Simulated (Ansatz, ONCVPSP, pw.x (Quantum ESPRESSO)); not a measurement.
## pw.x on fcc W: one setting changed

Potential: optimised norm-conserving Vanderbilt (ONCV), ONCVPSP 4.0.1.1 (patched build), PBE; core [Kr] 4d10 4f14, reference 5s2 5p6 5d4 6s1.5 6p0.5; waves: 5s+6s: rc 1.60 bohr, ncon 4, nbas 7, qcut 8.6 1/bohr, 2 projectors; 5p+6p: rc 2.30 bohr, ncon 4, nbas 8, qcut 6.4 1/bohr, 2 projectors; 5d: rc 2.45 bohr, ncon 5, nbas 10, qcut 7.3 1/bohr, 1 projector; local part: polynomial inside 1.20 bohr (lpopt 5, dvloc0 1 Ha); core correction: Teter function, fcfact 4, rcfact 1.7.

The reference run (k-mesh 14³, cutoffs 70/280 Ry, Fermi–Dirac 0.01 Ry, mixing_beta 0.4, conv_thr 1e-9, no spin) gives -2.64 GPa at 16.478 Å³/atom, where all-electron LAPW gives -0.06 GPa. This run, with its own iteration cap, changes k-mesh points per axis to 3.

```
&control
  calculation='scf', prefix='x', pseudo_dir='./', outdir='./tmp', tstress=.true., disk_io='none'
/
&system
  ibrav=0, nat=1, ntyp=1, ecutwfc=70, ecutrho=280, nbnd=15,
  occupations='smearing', smearing='fd', degauss=0.01
/
&electrons
  conv_thr=1e-09, mixing_beta=0.4, electron_maxstep=70
/
ATOMIC_SPECIES
W 1.0 W.UPF
CELL_PARAMETERS angstrom
  0.00000000 2.01972156 2.01972156
  2.01972156 0.00000000 2.01972156
  2.01972156 2.01972156 0.00000000
ATOMIC_POSITIONS crystal
W 0.0000 0.0000 0.0000
K_POINTS automatic
3 3 3 0 0 0
```

```bash
pw.x < W.scf.in > W.scf.out
```

Question: How does the run end?

Answer: It converges in 7 iterations; the free energy moves by +375.0 meV/atom and the pressure by +7.33 GPa.

```
Message from routine setup:
     using ibrav=0 with symmetry is DISCOURAGED, use correct ibrav instead
     lattice parameter (alat)  =       5.3977  a.u.
     unit-cell volume          =     111.1991 (a.u.)^3
     number of electrons       =        14.00
     number of Kohn-Sham states=           15
     kinetic-energy cutoff     =      70.0000  Ry
     charge density cutoff     =     280.0000  Ry
     scf convergence threshold =      1.0E-09
     Exchange-correlation= PBE
     number of k points=     4  Fermi-Dirac smearing, width (Ry)=  0.0100
     iteration #  1     ecut=    70.00 Ry     beta= 0.40
     total energy              =    -158.45277002 Ry
     estimated scf accuracy    <       0.05781090 Ry
     iteration #  2     ecut=    70.00 Ry     beta= 0.40
     total energy              =    -158.45373970 Ry
     estimated scf accuracy    <       0.00802671 Ry
     iteration #  3     ecut=    70.00 Ry     beta= 0.40
     total energy              =    -158.45469905 Ry
     estimated scf accuracy    <       0.00043162 Ry
     iteration #  4     ecut=    70.00 Ry     beta= 0.40
     total energy              =    -158.45472712 Ry
     estimated scf accuracy    <       0.00000462 Ry
     iteration #  5     ecut=    70.00 Ry     beta= 0.40
     total energy              =    -158.45472883 Ry
     estimated scf accuracy    <       0.00000032 Ry
     iteration #  6     ecut=    70.00 Ry     beta= 0.40
     total energy              =    -158.45472886 Ry
     estimated scf accuracy    <          6.1E-09 Ry
     iteration #  7     ecut=    70.00 Ry     beta= 0.40
     the Fermi energy is    20.7960 ev
!    total energy              =    -158.45472886 Ry
     estimated scf accuracy    <          2.2E-10 Ry
     smearing contrib. (-TS)   =      -0.00783266 Ry
     The total energy is F=E-TS. E is the sum of the following terms:
     one-electron contribution =     -16.85646393 Ry
     hartree contribution      =      17.16162090 Ry
     xc contribution           =     -41.02887383 Ry
     ewald contribution        =    -117.72317934 Ry
     convergence has been achieved in   7 iterations
          total   stress  (Ry/bohr**3)                   (kbar)     P=       46.90
     Message from routine punch:
     Nothing written, as per user request (disk_io='none')
```

The run took about 1.1 s on one core of a shared host (AMD EPYC 9R45 96-Core Processor, 96 threads, 376 GiB, load 51).
